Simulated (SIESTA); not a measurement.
**MoS2 under changes of volume**

One of the cells (27.693 Å³/atom); the others are scaled copies at fixed shape and fractional positions:

```
Mo S
1.0
     3.18402    0.00000    0.00000
    -1.59201    2.75744    0.00000
     0.00000    0.00000   28.38732
Mo S
3 6
Direct
  0.33333 0.66667 0.22816
  0.33333 0.66667 0.77184
  0.66667 0.33333 0.00000
  0.66667 0.33333 0.17349
  0.66667 0.33333 0.71719
  0.33333 0.66667 0.94533
  0.66667 0.33333 0.28281
  0.66667 0.33333 0.82651
  0.33333 0.66667 0.05467
```

```yaml
Program: SIESTA 5.4.2
Functional: PBEsol
Potentials_or_basis: PseudoDojo 0.4 standard (PBEsol files)
Basis: DZP (energy shift 0.003 Ry; two zetas on semicore shells)
Grid_cutoff: 800 Ry
Energy_shift: 0.003 Ry
k_mesh: 8 × 8 × 1
Occupations: fermi-dirac, width 0.05 eV
Spin: no spin polarisation
```

```csv
volume (Å³/atom),energy over the lowest point (meV/atom),gap on the mesh (eV),largest force (eV/Å)
26.031,31.97,1.43,1.473
26.585,?,?,?
27.139,2.75,1.37,0.655
27.693,0.00,1.34,0.292
28.246,4.10,1.31,0.098
28.800,14.38,1.29,0.407
29.354,30.16,1.26,0.695
```

**Question.** What does the run at 26.585 Å³/atom give?

**Answer.** Energy over the lowest point 13.11 meV/atom; gap on the mesh 1.40 eV; largest force 1.048 eV/Å.

Worked out: A Birch-Murnaghan fit of order 3 (a polynomial in V^(-2/3)) to the other rows has its minimum at 27.63 Å³/atom with B0 = V·E''(V) = 100 GPa and B' = 4.3 at fixed shape and positions, which overstates the stiffness. It gives 13.11 meV/atom at 26.585 Å³/atom, against the run's 13.11. A straight line through the other rows of the gap, of slope -1.41 eV per unit of ln V, gives 1.40 eV, against the run's 1.40.

Energies are extrapolated to zero smearing.

Caveats: the basis of atomic orbitals isn't converged, which shifts pressures, moduli and gaps.

A mesh can miss the band edges. Spin-orbit coupling on Mo is left out.
